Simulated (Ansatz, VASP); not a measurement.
MgO: VASP beside Ansatz

```
Mg O
1.0
     0.00000    2.13515    2.13515
     2.19920    0.00000    2.13515
     2.19920    2.13515    0.00000
Mg O
1 1
Direct
  0.00000 0.00000 0.00000
  0.50000 0.50000 0.50000
```

Change from the starting cell: strain +0.0300 x Voigt [1, 0, 0, 0, 0, 0], atoms carried along.

Alike in both runs: task single point; functional PBE; k mesh 10 × 10 × 10; occupations gaussian, width 0.05 eV; no spin polarisation.

|  | VASP | Ansatz |
| --- | --- | --- |
| version | VASP 6.6.1 | Ansatz 0.2.0 |
| potentials or method | VASP PAW PBE potentials, release 64 (Mg, O) | scalar-relativistic, plane waves, PAW |
| plane-wave cutoff (eV) | 520 | 420 |
| valence electrons in the cell | 8 | 16 |

|  | VASP | Ansatz | Ansatz less VASP |
| --- | --- | --- | --- |
| gap on the k mesh at the Fermi level (eV) | 4.02 | 4.04 | +0.020 |
| least direct gap on the mesh (eV) | 4.02 | 4.04 | +0.020 |
| pressure (GPa) | -6.1 | -5.4 | +0.73 |
| largest component of the traceless stress (GPa) | 2.53 | 2.52 | -0.006 |

The two sets of potentials don't hold the same shells in valence.
